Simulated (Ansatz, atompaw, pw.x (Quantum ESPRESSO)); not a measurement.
## What a changed setting does to a pw.x run (sc Ir)

Potential: PAW, atompaw 4.2.0.5, PBE; core [Xe] 4f14, reference 5d8 6s1 6p0; waves: 6s (bound): rc 2.85 bohr; 6s channel at 0.45 Ry: rc 2.85 bohr; 6p (bound, empty): rc 2.85 bohr; 6p channel at 0.75 Ry: rc 2.70 bohr; 5d (bound): rc 2.40 bohr; 5d channel at 1.1 Ry: rc 1.92 bohr; local part: troulliermartins scheme with l = 3 at 1 Ry, radius 2.65 bohr; core correction: smooth core density matched at 2.45 bohr; augmentation: besselshape compensation charge, radius 2.55 bohr; PAW radius 2.85 bohr; waves and projectors: custom rrkj vanderbiltortho.

The reference run (k-mesh 13³, cutoffs 40/400 Ry, Fermi–Dirac 0.01 Ry, mixing_beta 0.4, conv_thr 1e-9, no spin) gives 0.30 GPa at 16.953 Å³/atom, where all-electron LAPW gives 1.24 GPa. This run, with its own iteration cap, changes mixing_beta to 0.05.

```
&control
  calculation='scf', prefix='x', pseudo_dir='./', outdir='./tmp', tstress=.true., disk_io='none'
/
&system
  ibrav=0, nat=1, ntyp=1, ecutwfc=40, ecutrho=400, nbnd=12,
  occupations='smearing', smearing='fd', degauss=0.01
/
&electrons
  conv_thr=1e-09, mixing_beta=0.05, electron_maxstep=70
/
ATOMIC_SPECIES
Ir 1.0 Ir.UPF
CELL_PARAMETERS angstrom
  2.56890979 0.00000000 0.00000000
  0.00000000 2.56890979 0.00000000
  0.00000000 0.00000000 2.56890979
ATOMIC_POSITIONS crystal
Ir 0.0000 0.0000 0.0000
K_POINTS automatic
13 13 13 0 0 0
```

```bash
pw.x < Ir.scf.in > Ir.scf.out
```

Q: How does the run end?

A: It converges in 16 iterations; the free energy moves by +0.0 meV/atom and the pressure by +0.01 GPa. The result is that of the reference run.

```
Message from routine setup:
     using ibrav=0 with symmetry is DISCOURAGED, use correct ibrav instead
     lattice parameter (alat)  =       4.8545  a.u.
     unit-cell volume          =     114.4045 (a.u.)^3
     number of electrons       =         9.00
     number of Kohn-Sham states=           12
     kinetic-energy cutoff     =      40.0000  Ry
     charge density cutoff     =     400.0000  Ry
     scf convergence threshold =      1.0E-09
     Exchange-correlation= SLA PW PBX PBC
     number of k points=    84  Fermi-Dirac smearing, width (Ry)=  0.0100
     iteration #  1     ecut=    40.00 Ry     beta= 0.05
     total energy              =    -721.49495082 Ry
     estimated scf accuracy    <       0.09488832 Ry
     iteration #  2     ecut=    40.00 Ry     beta= 0.05
     total energy              =    -721.46089111 Ry
     estimated scf accuracy    <       0.07969057 Ry
     iteration #  3     ecut=    40.00 Ry     beta= 0.05
     total energy              =    -721.47484934 Ry
     estimated scf accuracy    <       0.00110870 Ry
     iteration #  4     ecut=    40.00 Ry     beta= 0.05
     total energy              =    -721.47525892 Ry
     estimated scf accuracy    <       0.00056368 Ry
     iteration #  5     ecut=    40.00 Ry     beta= 0.05
     total energy              =    -721.47458266 Ry
     estimated scf accuracy    <       0.00034759 Ry
     iteration #  6     ecut=    40.00 Ry     beta= 0.05
     total energy              =    -721.47462709 Ry
     estimated scf accuracy    <       0.00000388 Ry
     [... 4 iterations left out ...]
     iteration # 11     ecut=    40.00 Ry     beta= 0.05
     total energy              =    -721.47462812 Ry
     estimated scf accuracy    <       0.00000001 Ry
     iteration # 12     ecut=    40.00 Ry     beta= 0.05
     total energy              =    -721.47462812 Ry
     estimated scf accuracy    <       0.00000002 Ry
     iteration # 13     ecut=    40.00 Ry     beta= 0.05
     total energy              =    -721.47462813 Ry
     estimated scf accuracy    <       0.00000001 Ry
     iteration # 14     ecut=    40.00 Ry     beta= 0.05
     total energy              =    -721.47462813 Ry
     estimated scf accuracy    <       0.00000002 Ry
     iteration # 15     ecut=    40.00 Ry     beta= 0.05
     total energy              =    -721.47462810 Ry
     estimated scf accuracy    <       0.00000003 Ry
     iteration # 16     ecut=    40.00 Ry     beta= 0.05
     the Fermi energy is    15.3891 ev
!    total energy              =    -721.47462812 Ry
     estimated scf accuracy    <          2.8E-10 Ry
     smearing contrib. (-TS)   =      -0.00713427 Ry
     convergence has been achieved in  16 iterations
          total   stress  (Ry/bohr**3)                   (kbar)     P=        3.08
     Message from routine punch:
     Nothing written, as per user request (disk_io='none')
```

The run took about 11 s on one core of a shared host (Intel(R) Xeon(R) 6975P-C, 192 threads, 744 GiB, load 119).
